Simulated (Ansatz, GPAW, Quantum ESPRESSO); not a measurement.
**Nb: programs and potentials compared**

```
CELL_PARAMETERS angstrom
-1.66395 1.66395 1.66395
1.66395 -1.66395 1.66395
1.66395 1.66395 -1.66395
ATOMIC_POSITIONS crystal
Nb 0.00000 0.00000 0.00000
```

Alike in all runs: task band structure; functional PBE; k mesh 11 × 11 × 11; occupations fermi-dirac, width 0.05 eV; no spin polarisation; no spin-orbit coupling. Pressure is positive in compression and, in plane waves, holds the error of the finite cutoff, which Ansatz's Pulay term estimates and takes out.

```
                                program and potentials  plane-wave cutoff (eV)                             notes  pressure (GPa)
    Quantum ESPRESSO, PseudoDojo 0.4.1 SR PBE standard                    1116                                 -           -1.81
Ansatz, Ansatz PAW (files of its older set among them)                     770                                 -           -2.00
        Ansatz, all-electron LAPW, scalar-relativistic                       -                                 -           -2.00
            GPAW, GPAW PAW data sets (gpaw-data 1.2.1)                     600                                 -           -2.73
                                     Ansatz, Ansatz NC                    1116  Pulay term of +0.05 GPa included           -1.98
     GPAW, PAW data sets generated for this functional                     600                                 -           -2.73
```

The pressure spans -2.73 (GPAW, GPAW PAW data sets (gpaw-data 1.2.1)) to -1.81 GPa (Quantum ESPRESSO, PseudoDojo 0.4.1 SR PBE standard), with all-electron results at -2.00.

Differences between rows come from potentials, basis sets and numerical settings, since the functional is the same but for its coding. Runs on potential files found faulty are left out.
